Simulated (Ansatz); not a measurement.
**Ligand exchange: C3H7NO + C2H7InO → C3H6O2 + C2H8InN**

Species: C3H7NO `CCC(N)=O`, singlet; C2H7InO `C[CH2][InH][OH]`, singlet; C3H6O2 (propionic acid) `CCC(=O)O`, singlet; C2H8InN `C[CH2][InH][NH2]`, singlet. The partners trade NH2 for OH: C–NH2 and In–OH bonds give way to C–OH and In–NH2.

Shapes, held fixed at every level: PBE0-D4/def2-TZVP. Flexible molecules stand in one conformer, not always the lowest. Programs: Ansatz 0.2.0. The zero-point and thermal change to 298 K, harmonic and unscaled (PBE0-D4/def2-TZVP), is -0.3 kJ/mol.

Question: Estimate ΔH(298 K) of this reaction.

Answer: The highest level, CCSD(T)/def2-TZVPP, gives ΔH(298 K) = +13.3 kJ/mol; the levels span +12.9 to +21.8. The column of differences is taken from that level and isn't an error. No measured value is set beside it here. For atoms past krypton def2 sets carry core potentials with scalar relativity. Outer-core shells of In are correlated in most correlated rows, in sets that cover them unevenly.

```json
{"level": "PBE-D4/def2-TZVPP", "kind": "GGA", "ΔH(298 K) (kJ/mol)": "+21.6", "less CCSD(T)/def2-TZVPP": "+8.3"}
{"level": "r2SCAN-D4/def2-TZVPP", "kind": "meta-GGA", "ΔH(298 K) (kJ/mol)": "+20.7", "less CCSD(T)/def2-TZVPP": "+7.4"}
{"level": "B3LYP-D4/def2-TZVPP", "kind": "global hybrid", "ΔH(298 K) (kJ/mol)": "+21.8", "less CCSD(T)/def2-TZVPP": "+8.5"}
{"level": "r2SCAN0-D4/def2-TZVPP", "kind": "global hybrid", "ΔH(298 K) (kJ/mol)": "+18.2", "less CCSD(T)/def2-TZVPP": "+4.9"}
{"level": "B2PLYP/def2-TZVPP", "kind": "double hybrid", "ΔH(298 K) (kJ/mol)": "+20.5", "less CCSD(T)/def2-TZVPP": "+7.2"}
{"level": "MP2/def2-SVP", "kind": "perturbation theory", "ΔH(298 K) (kJ/mol)": "+12.9", "less CCSD(T)/def2-TZVPP": "-0.4"}
{"level": "CCSD(T)/def2-TZVPP", "kind": "coupled cluster or CI", "ΔH(298 K) (kJ/mol)": "+13.3", "less CCSD(T)/def2-TZVPP": "0.0"}
```

The exchange is endothermic at every level, so indium keeps the hydroxide and the acyl carbon keeps the amide. What counts is the difference between two preferences for oxygen over nitrogen. Electropositive indium forms strongly polar bonds and gains more from the more electronegative oxygen. At the acyl carbon that gain is probably smaller, partly because nitrogen donates its lone pair into the carbonyl π* orbital better than oxygen does, and this amide resonance is weakened on going to the acid.

The sign is thus well supported, the size less so. All the density functionals lie above coupled cluster, by +4.9 to +8.5 kJ/mol, with no steady gain from GGA to double hybrid. Exact exchange is no sufficient remedy: r2SCAN0 falls below r2SCAN, yet B3LYP stays beside PBE. The close match of MP2 comes in a smaller basis and may owe much to cancelling errors. These values describe isolated monomers, whereas indium hydroxides and amides tend to associate through bridging ligands, which could shift the balance in condensed phases.
